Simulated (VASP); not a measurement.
# KI: K into a neighbouring K vacancy, part 5 of 5

How hard is this move in KI: K into a neighbouring K vacancy? Both ends are relaxed first, then a band of images between them. The start is a cell from a database of measured crystal structures.

VASP 6.6.1; PBEsol; plane waves and PAW (I, K_pv).

So far. Step 3 (Relax the start): The run ended after 7 ionic steps, 0.158 eV below its first step, once the forces on the free atoms met EDIFFG = -0.05. Step 4 (Relax the end): The run ended after 7 ionic steps, 0.180 eV below its first step, once the forces on the free atoms met EDIFFG = -0.05.

## (5) Nudged elastic band (continued)

Parts of OUTCAR (step 5):

```text
NELECT = 372

 ion  position               nearest neighbor table
   1  0.168  0.168  0.167-  39 3.49  31 3.51  37 3.51  30 3.53  36 3.53  28 3.80
   2  0.167  0.167  0.499-  40 3.52  31 3.52  37 3.53  32 3.53  38 3.54  29 3.55
   3  0.170  0.169  0.830-  41 3.44  38 3.48  32 3.49  36 3.49  30 3.49
   4  0.166  0.498  0.168-  39 3.52  40 3.52  31 3.53  33 3.54  42 3.54  34 3.55
   5  0.165  0.499  0.500-  40 3.52  35 3.53  41 3.54  43 3.54  34 3.56  32 3.56
   6  0.165  0.500  0.834-  39 3.53  41 3.53  35 3.54  44 3.54  33 3.55  30 3.57
   7  0.171  0.828  0.169-  28 2.82  43 3.42  42 3.46  36 3.48  34 3.48
   8  0.167  0.833  0.501-  35 3.51  44 3.51  37 3.51  43 3.52  29 3.56
   9  0.170  0.829  0.830-  44 3.44  33 3.49  42 3.49  38 3.49  29 3.50
  10  0.498  0.167  0.168-  40 3.52  39 3.52  37 3.53  45 3.54  48 3.55  46 3.55
  11  0.498  0.167  0.500-  40 3.51  47 3.53  41 3.53  49 3.53  38 3.57  46 3.58
  12  0.499  0.166  0.835-  39 3.52  50 3.54  41 3.54  47 3.54  45 3.57  36 3.57
  13  0.500  0.500  0.166-  40 3.52  51 3.52  49 3.54  43 3.55  48 3.56  42 3.57
  14  0.500  0.500  0.500-  44 3.53  41 3.55  50 3.55  52 3.55  49 3.55  43 3.55
  15  0.499  0.500  0.834-  39 3.52  53 3.53  44 3.54  50 3.54  42 3.57  48 3.57
  16  0.500  0.834  0.167-  37 3.52  51 3.52  52 3.53  43 3.54  45 3.57  36 3.57
  17  0.500  0.834  0.500-  53 3.53  37 3.53  52 3.54  44 3.54  38 3.56  46 3.57
  18  0.502  0.832  0.833-  51 3.52  53 3.52  47 3.53  38 3.54  42 3.54  36 3.56
  19  0.828  0.172  0.169-  28 2.82  49 3.42  48 3.46  46 3.47  30 3.48
  20  0.832  0.167  0.502-  50 3.50  47 3.51  31 3.52  49 3.52  29 3.56
  21  0.829  0.170  0.831-  50 3.45  45 3.48  32 3.48  48 3.49  29 3.50
  22  0.834  0.500  0.166-  51 3.52  31 3.53  52 3.53  49 3.53  33 3.56  30 3.57
  23  0.834  0.500  0.500-  53 3.52  31 3.53  52 3.53  50 3.54  32 3.57  34 3.58
  24  0.833  0.502  0.833-  53 3.52  51 3.52  35 3.53  32 3.54  48 3.55  30 3.56
  25  0.830  0.829  0.170-  52 3.43  45 3.49  33 3.49  34 3.49  46 3.50
[...]
53  0.666  0.665  0.667-  26 3.49  24 3.52  23 3.52  18 3.52  17 3.53  15 3.53  50 4.98  44 4.99
                            52 4.99  51 5.00  35 5.00  48 5.01  47 5.02  32 5.02  34 5.02  38 5.02

  tangential force (eV/A)        -0.313137
  left and right image   1.440192  1.439348 A

  tangential force (eV/A)        -0.314203
  left and right image   1.441674  1.441353 A

 E-fermi :  -1.0578

 k-point     1 :       0.0000    0.0000    0.0000
  band No.  band energies     occupation
    ...
    182      -1.4001      2.00000
    183      -1.3575      2.00000
    184      -1.3548      2.00000
    185      -1.3301      2.00000
    186      -1.3265      2.00000
    187       2.4038      0.00000
    188       3.6107      0.00000
    189       3.6254      0.00000
    190       3.6456      0.00000
    191       3.6733      0.00000
    ...

 POSITION                                       TOTAL-FORCE (eV/Angst)
 -----------------------------------------------------------------------------------
      3.44136      3.43874      3.39261        -0.000030     -0.000592      0.014645
      7.04229      7.04173      3.55238        -0.002104     -0.001782     -0.004627
     10.63719     10.63500      3.59290        -0.005747     -0.004313      0.007503
      6.97937      3.53623      6.99927        -0.008470     -0.002442      0.007530
     10.58870      7.07244      7.01767        -0.006154      0.000693      0.002296
     14.13919     10.56119      7.04171         0.005863     -0.023870     -0.014775
     10.17691      3.82689     10.57838         0.060299     -0.050151      0.001019
     14.08379      7.01747     10.57501        -0.005573     -0.048304      0.005056
     17.51404     10.56331     10.57937         0.005280     -0.002305     -0.000462
      3.53889      6.97195      7.00029         0.000530     -0.012220      0.004996
      7.07483     10.58625      7.01221         0.002091     -0.007860      0.010967
     10.56909     14.13612      7.04332        -0.028474      0.007021     -0.012462
      7.03313      7.03355     10.57977        -0.003482     -0.003407     -0.002414
     10.63789     10.63743     10.57710        -0.026376     -0.027300     -0.000013
     13.96839     13.96419     10.57638         0.032231      0.030873      0.001530
     10.58463      7.07223     14.14837        -0.002730      0.003179     -0.007875
     14.14091     10.56108     14.11289         0.003549     -0.025868      0.013230
     17.56481     14.12205     14.15787        -0.016977      0.002342     -0.007807
      3.82719     10.16878     10.57619        -0.048513      0.061287     -0.001387
      7.02218     14.08302     10.57513        -0.047856     -0.001207      0.002995
     10.56113     17.50931     10.58388         0.000217      0.009041     -0.002404
      7.07245     10.58669     14.14693         0.005393     -0.006119     -0.007425
     10.56713     14.13765     14.11833        -0.026486      0.006441      0.011963
     14.12270     17.55718     14.15607         0.001618     -0.011385     -0.007601
[...]
-----------------------------------------------------------------------------------
    total drift:                               -0.003501      0.000246     -0.010682

  FREE ENERGIE OF THE ION-ELECTRON SYSTEM (eV)
  ---------------------------------------------------
  free  energy   TOTEN  =      -151.3178766745 eV

  energy  without entropy=     -151.3178766745  energy(sigma->0) =     -151.31787667

  tangential force (eV/A)        -0.314564
  left and right image   1.449050  1.450146 A

[... 6 parts as in an earlier step ...]

[... 2 further parts left out ...]
```

The path, image by image:

```tsv
image	path (A)	energy (eV)	K28: x, y, z (Å)
0	0.000	0.0000	3.474, 14.048, 10.574
1	1.449	0.2762	2.711, 13.291, 10.577
2	2.899	0.6038	1.760, 12.343, 10.567
3	4.351	0.2688	0.810, 11.392, 10.582
4	5.803	0.0071	0.060, 10.642, 10.574
```

Numbers from this step:

* electronic cycles: 155
* path length: 5.803 Å
* barrier: 0.6038 eV
* barrier in the reverse direction: 0.5967 eV
* barrier from a spline through the images: 0.6038 eV
* reaction energy: 0.007113 eV

What the program prints for this run, and its count of cycles, belong to image 1; the force that counts for the threshold is the band's, across the path.

## (6) Results

```yaml
hop: K into a neighbouring K vacancy
barrier: 0.604 eV
barrier_in_the_reverse_direction: 0.597 eV
barrier_from_a_spline_through_the_images: 0.604 eV
reaction_energy: 0.00711 eV
path_length: 5.80 Å
```

The barrier is 0.60 eV forwards and 0.60 eV backwards. With an attempt frequency of 10¹³ per second, taken as a typical value, this barrier gives about 10^3 hops a second at 300 K. Both ends are alike and an image sits at the midpoint, which is the saddle if the path is symmetric. The band met its force threshold after 22 steps. Cell and mesh are small and were not tested. The band started on a straight line, so other routes may lie lower.

[Lines on the potential files, build, host, timing and source positions are cut from VASP's logs without a mark.]

[Logs are printed without paths, hosts, clocks, repeated set-up lines and the standing remarks that a program may print on its own settings, such as how far it seeks lower states.]

[Hosts, paths, dates, database ids (printed as entryN), source tags and the programs' standing remarks are cut or masked in the printed files.]

[Runs that stopped without an error message from VASP are left out.]
